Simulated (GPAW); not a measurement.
# Sb (R-3m) in GPAW: a series of runs

The runs below take Sb through band structure, with r2SCAN, M06-L, PBE.

Program: GPAW 26.7.0. These are calculated values, not measurements. Logs are shortened: lines on timing, memory, paths and dates and some standing lists are left out, and cuts for length are marked. The log counts tension as positive stress, the text compression.

## 1. Starting point

The structure is trigonal, space group R-3m (No. 166). The conventional cell has a = 4.308 Å, b = 4.308 Å, c = 11.274 Å, α = 90.00°, β = 90.00°, γ = 120.00°. Around Sb (site symmetry 3m) lie 3 Sb at 2.91 Å.

## 2. Band structure, r2SCAN, spin-orbit coupling, no magnetisation

Input file run.py:

```python
import numpy as np
from ase import Atoms
from ase.dft.bandgap import bandgap
from ase.io import write
from ase.units import GPa
from gpaw import GPAW, PW
from gpaw.spinorbit import soc_eigenstates

atoms = Atoms(['Sb', 'Sb'],
              cell=[[2.1542, 1.2437279499, 3.758],
                    [-2.1542, 1.2437279499, 3.758],
                    [0.0, -2.4874558998, 3.758]],
              scaled_positions=[[0.76651, 0.76651, 0.76651],
                                [0.23349, 0.23349, 0.23349]],
              pbc=True)

calc = GPAW(mode=PW(600),
            xc='MGGA_X_R2SCAN+MGGA_C_R2SCAN',
            kpts={'size': (5, 5, 5), 'gamma': True},
            occupations={'name': 'fermi-dirac', 'width': 0.05},
            nbands=25,
            convergence={'density': 1e-05, 'energy': 1e-05},
            maxiter=150,
            txt='gpaw.txt')
atoms.calc = calc
energy = atoms.get_potential_energy()
forces = atoms.get_forces()
stress = atoms.get_stress()
calc.write('gs.gpw')
write('result.traj', atoms)
print(f'Energy: {energy:.6f} eV')
print('Forces (eV/A):')
print(forces.round(4))
print('Stress (GPa):', (stress / GPa).round(3))
print('Fermi level:', round(calc.get_fermi_level(), 4), 'eV')
print(f'Gap: {bandgap(calc)[0]:.4f} eV, direct: {bandgap(calc, direct=True)[0]:.4f} eV')

path = atoms.cell.bandpath('GLB1,BZGX,QFP1Z,LP', npoints=60, eps=1e-4)
bs_calc = calc.fixed_density(kpts=path, symmetry='off', nbands=40,
                             convergence={'bands': 'CBM+6.0', 'eigenstates': 1e-6}, txt='bands.txt')
bs = bs_calc.band_structure()
bs.write('bs.json')
print(f'Gap on the path: {bandgap(bs_calc)[0]:.4f} eV')

soc = soc_eigenstates(bs_calc, theta=90, phi=0, ignore_xc_potential=True)
np.savetxt('soc_bands.dat', soc.eigenvalues(), fmt='%.4f')
mesh = soc_eigenstates('gs.gpw', theta=90, phi=0, ignore_xc_potential=True)
np.savetxt('soc_mesh.dat', mesh.eigenvalues(), fmt='%.4f')
print('Fermi level with spin-orbit coupling:', round(mesh.fermi_level, 4), 'eV')
```

Potentials or basis: GPAW PAW data sets (gpaw-data 1.2.1), pw.

Run with:

```bash
$ OMP_NUM_THREADS=1 python run.py
```

gpaw.txt:

```text
__  _  _
 | _ |_)|_||  |
 |__||  | ||/\| - 26.7.0

Input parameters:
  mode=PW(ecut=600.0),
  convergence={'density': 1e-05, 'energy': 1e-05},
  kpts=MonkhorstPack(size=(5, 5, 5), gamma=True),
  maxiter=150,
  nbands=25,
  occupations=Occupations(name='fermi-dirac', width=0.05),
  xc=XC(name='MGGA_X_R2SCAN+MGGA_C_R2SCAN')

Diagonalizing LCAO Hamiltonian
Converting LCAO to pw mode

       Sb

       Sb

Atoms  # Å, Bohr magnetons
|   | symbol |         x |         y |        z |    initial magnetic moments |
|---|--------|-----------|-----------|----------|-----------------------------|
| 0 |     Sb |  0.000000 | -0.000000 | 8.641634 | ( 0.0000,  0.0000,  0.0000) |
| 1 |     Sb | -0.000000 | -0.000000 | 2.632366 | ( 0.0000,  0.0000,  0.0000) |

Unit cell  # Å
| periodic |         x |         y |        z |  lengths |    angles |
|----------|-----------|-----------|----------|----------|-----------|
|      yes |  2.154200 |  1.243728 | 3.758000 | 4.506662 | 57.110173 |
|      yes | -2.154200 |  1.243728 | 3.758000 | 4.506662 | 57.110173 |
|      yes |  0.000000 | -2.487456 | 3.758000 | 4.506662 | 57.110173 |

Number of symmetries: 12
Symmetry operations  # r_c * U_cc + t_c -> r_c
|    | kind |            matrix            |
|----|------|------------------------------|
|  0 |  E   |  1, 0, 0,  0, 1, 0,  0, 0, 1 |
|  1 |  σ   |  1, 0, 0,  0, 0, 1,  0, 1, 0 |
|  2 |  σ   |  0, 1, 0,  1, 0, 0,  0, 0, 1 |
|  3 |  C3  |  0, 1, 0,  0, 0, 1,  1, 0, 0 |
|  4 |  C3  |  0, 0, 1,  1, 0, 0,  0, 1, 0 |
|  5 |  σ   |  0, 0, 1,  0, 1, 0,  1, 0, 0 |
|  6 |  C2  |  0, 0,-1,  0,-1, 0, -1, 0, 0 |
|  7 |  S6  |  0, 0,-1, -1, 0, 0,  0,-1, 0 |
|  8 |  S6  |  0,-1, 0,  0, 0,-1, -1, 0, 0 |
|  9 |  C2  |  0,-1, 0, -1, 0, 0,  0, 0,-1 |
| 10 |  C2  | -1, 0, 0,  0, 0,-1,  0,-1, 0 |
| 11 |  i   | -1, 0, 0,  0,-1, 0,  0, 0,-1 |

BZ-sampling:
  Number of BZ points: 125
  Number of IBZ points: 19

  Monkhorst-Pack size: [5, 5, 5]
  Monkhorst-Pack shift: [0, 0, 0]

K-points  # in reciprocal-cell coordinates
|     |                                coordinates |     weight |
|-----|--------------------------------------------|------------|
|   0 | (  0.00000000,   0.00000000,   0.00000000) | 0.00800000 |
|   1 | (  0.20000000,   0.00000000,  -0.20000000) | 0.04800000 |
|   2 | (  0.20000000,   0.00000000,   0.00000000) | 0.04800000 |
|   3 | (  0.20000000,   0.20000000,  -0.20000000) | 0.04800000 |
|   4 | (  0.20000000,   0.20000000,   0.00000000) | 0.04800000 |
|   5 | (  0.20000000,   0.20000000,   0.20000000) | 0.01600000 |
|   6 | (  0.40000000,  -0.20000000,  -0.20000000) | 0.04800000 |
|   7 | (  0.40000000,   0.00000000,  -0.40000000) | 0.04800000 |
|   8 | (  0.40000000,   0.00000000,  -0.20000000) | 0.09600000 |
|   9 | (  0.40000000,   0.00000000,   0.00000000) | 0.04800000 |
| ... |                                            |            |
|  18 | (  0.40000000,   0.40000000,   0.40000000) | 0.01600000 |

Plane wave coefficients: 2034
Cutoff: 600.0 eV

Spin-components: 1 (collinear spins)
Bands:           25
Projectors:      12
Spin-degeneracy: 2
Datatype:        complex128

Parallelization:
  kpt:    1
  domain: 1
  band:   1

Density:
  Valence electrons: 30.0
  Components: 1
  Grid points: [27 27 27]
  Charge: 0.0  # |e|

Potential:
  Grid points: [27 27 27]

species:
  Sb:
    name:    Antimony
    Z:       51.0
    valence: 15
    core:    36
    charge:  0.0  # [|e|]
    compensation charges:
      type: gauss
      rc: 0.36  # [Å]
      lmax: 2
    cutoffs:
      filter: 2.23  # [Å]
      core: 2.23  # [Å]
    projectors
    | kind |    occ | energy [eV] | rcut [Å] |
    |------|--------|-------------|----------|
    |   5s |  2.000 |     -12.815 |    1.154 |
    |   5p |  3.000 |      -4.830 |    1.233 |
    |   4d | 10.000 |     -33.514 |    1.196 |
    |    s |        |      14.396 |    1.154 |
    |    p |        |      22.381 |    1.233 |
    |    d |        |      -6.303 |    1.196 |

    Using partial waves for Sb as LCAO basis

Reference energy: -352563.116496  # eV

eigensolver:
  PPCG
  Converge bands: occupied
  niter=2

density mixing:
  MSR1-Mixer
  Pratt-step length: 0.05
  Maximum mixing coefficient: 0.75
  Old densities: 10
  SVD Regularization: 0.005
  Good broyden scale: 1.0
  Trust region scale: 1.0
  Backstep threshold: 4.0
  History deletion threshold: 6.0
  Fourier metric: weight=20.0, sigma=0.015

occupation numbers:
  Fermi-Dirac:
    width: 0.0500  # eV

poisson solver:
  ecut: 4800.0  # eV

xc functional:
  name: MGGA_X_R2SCAN+MGGA_C_R2SCAN with 2 nearest neighbor stencil

convergence criteria:
- Maximum integral of absolute [dens]ity change: 1e-05 electrons / valence electron
- Maximum [total energy] change in last 3 cyles: 1e-05 eV / valence electron
- Maximum integral of absolute [eigenst]ate change: 4e-08 eV^2 / valence electron
maximum number of iterations: 150

SCF iterations
|iter     | |      energy | eigst |  dens |
|---------|-|-------------|-------|-------|
|iter:   1| |  -41.868035 | +0.43 |       |
|iter:   2| |  -38.632273 | -0.95 | -1.71 |
|iter:   3| |-7699651.029517 | +6.47 | -1.67 |
|iter:   4| |  -19.282508 | +2.52 | +2.38 |
|iter:   5| |  -38.386894 | +0.90 | -1.12 |
|iter:   6| |  -38.664121 | -0.22 | -1.98 |
|iter:   7| |  -38.672191 | -1.86 | -2.16 |
|iter:   8| |  -38.673522 | -3.07 | -2.20 |
|iter:   9| |  -38.675938 | -3.47 | -2.39 |
|iter:  10| |  -38.677180 | -3.40 | -2.57 |
|iter:  11| |  -38.676976 | -4.81 | -2.67 |
|iter:  12| |  -38.676752 | -4.35 | -2.80 |
|iter:  13| |  -38.676757c| -5.53 | -3.46 |
|iter:  14| |  -38.676757c| -5.96 | -3.65 |
|iter:  15| |  -38.676757c| -6.78 | -4.14 |
|iter:  16| |  -38.676757c| -7.50c| -5.26c|

Converged in 16 steps
Energy contributions relative to reference atoms: (reference = -352563.116496)

Energy contributions:
  Kinetic:           5.941615
  Coulomb:          -6.370737
  Zero:              0.041177
  External:          0.000000
  Xc:              -38.288103
  Entropy:          -0.001417
  Spinorbit:         0.000000
  ----------------------------
  Free energy:     -38.677465
  Extrapolated:    -38.676757

dipole moment: (-0.000000, -0.000000, -0.000002)  # |e|*Ang

Fermi level: 7.019
Eigenvalues  # (at kpt = [0.000, 0.000, 0.000])
| band index |      eig [eV] | occ [0-2] |
|------------|---------------|-----------|
|          0 |       -23.460 |     2.000 |
|        ... |               |           |
|          7 |       -23.227 |     2.000 |
|          8 |       -23.154 |     2.000 |
|          9 |       -23.154 |     2.000 |
|         10 |        -6.423 |     2.000 |
|         11 |         2.115 |     2.000 |
|         12 |         4.609 |     2.000 |
[... 8 lines left out ...]
|         21 |        14.073 |     0.000 |
|         22 |        14.256 |     0.000 |
|        ... |               |           |
|         24 |        15.447 |     0.000 |

Gap: 0.381 eV
Transition (v -> c):
  (s=0, k=13, n=14, [0.40, 0.20, 0.20]) -> (s=0, k=9, n=15, [0.40, 0.00, 0.00])
Direct/indirect transitions are different
Direct gap: 0.623 eV
Transition at: (s=0, k=13, n=14, [0.40, 0.20, 0.20])

Forces  # eV/Ang
|        x |       y |        z |
|----------|---------|----------|
| -0.00000 | 0.00000 |  0.14053 |  # Sb   0
|  0.00000 | 0.00000 | -0.14053 |  # Sb   1

Stress tensor  # eV/Ang^3
|         x |         y |         z |
|-----------|-----------|-----------|
| -0.010579 | -0.000000 | -0.000000 |
| -0.000000 | -0.010579 | -0.000000 |
| -0.000000 | -0.000000 | -0.005872 |

# Writing to gs.gpw (mode='')
```

stdout:

```text
Energy: -38.676757 eV
Forces (eV/A):
[[-0.      0.      0.1405]
 [ 0.      0.     -0.1405]]
Stress (GPa): [-1.695 -1.695 -0.941 -0.    -0.    -0.   ]
Fermi level: 7.0194 eV
Gap: 0.3808 eV, direct: 0.6225 eV
Gap on the path: 0.0000 eV
Fermi level with spin-orbit coupling: 6.9427 eV
```

bands.txt:

```text
Diagonalizing LCAO Hamiltonian
Converting LCAO to pw mode
convergence criteria:
- Maximum integral of absolute [eigenst]ate change: 1e-06 eV^2 / valence electron
maximum number of iterations: 150

SCF iterations
|iter     | |      energy | eigst |  dens |
|---------|-|-------------|-------|-------|
|iter:   1| |             | +0.93 |       |
|iter:   2| |             | -0.31 |       |
[... 66 lines left out ...]
         [ 0.5       ,  0.        ,  0.        ],
         [ 0.54338544,  0.06164061,  0.06164061],
         [ 0.58677088,  0.12328123,  0.12328123],
         [ 0.63015632,  0.18492184,  0.18492184],
         [ 0.67354176,  0.24656245,  0.24656245],
         [ 0.7169272 ,  0.30820307,  0.30820307],
         [ 0.76031264,  0.36984368,  0.36984368]])),
  maxiter=150,
  nbands=40,
  occupations=Occupations(name='fermi-dirac', width=0.05),
  symmetry=Symmetry(point_group=False, time_reversal=False),
  xc=XC(name='MGGA_X_R2SCAN+MGGA_C_R2SCAN')
```

Wall time 3.9 min (1 thread of Arm Neoverse V2, shared host); peak memory 0.4 GiB.

What came out:

```yaml
Free_energy: -38.6775 eV
Pressure: 1.4 GPa
Largest_force: 0.141 eV/Å
Band_gap_on_the_k_mesh: 0.24 eV, indirect (least direct gap 0.58 eV)
Band_gap_along_the_path: 0.25 eV, indirect (least direct gap 0.31 eV)
```

Forces in eV/Å, atoms in the order of the input:
```
Sb   0.000  0.000  0.141
Sb   0.000  0.000 -0.141
```

Stress tensor (GPa, compression positive):
```
1.69 0.00 0.00
0.00 1.69 0.00
0.00 0.00 0.94
```

Levels at the corners of the path, in eV from the valence-band top:
```tsv
point	band 27	band 28	band 29	band 30	band 31	band 32	band 33	band 34
Γ	-1.59	-1.59	-1.41	-1.41	2.24	2.24	3.06	3.06
L	-1.74	-1.74	-0.07	-0.07	0.25	0.25	0.70	0.70
B1	-4.82	-4.82	-0.55	-0.55	1.07	1.07	5.16	5.16
B	-4.82	-4.82	-0.55	-0.55	1.07	1.07	5.16	5.16
Z	-0.90	-0.90	-0.16	-0.16	0.35	0.35	0.62	0.62
Γ	-1.59	-1.59	-1.41	-1.41	2.24	2.24	3.06	3.06
X	-3.19	-3.19	-2.69	-2.69	3.12	3.12	3.86	3.86
Q	-3.19	-3.19	-2.69	-2.69	3.12	3.12	3.86	3.86
F	-3.90	-3.90	-3.44	-3.44	2.05	2.05	5.33	5.33
P1	-3.22	-3.22	-2.49	-2.49	2.89	2.89	3.64	3.64
Z	-0.90	-0.90	-0.16	-0.16	0.35	0.35	0.62	0.62
L	-1.74	-1.74	-0.07	-0.07	0.25	0.25	0.70	0.70
P	-3.22	-3.22	-2.49	-2.49	2.89	2.89	3.64	3.64
```

Caveat: spin-orbit coupling was added after a scalar SCF, so levels and gaps hold it while energy, forces, pressure and moments don't; this program's spin-orbit splittings come out too wide for heavy elements; the PAW data sets were made with another functional, which shifts forces and pressure a little.

(Part 1 of 3 ends here.)
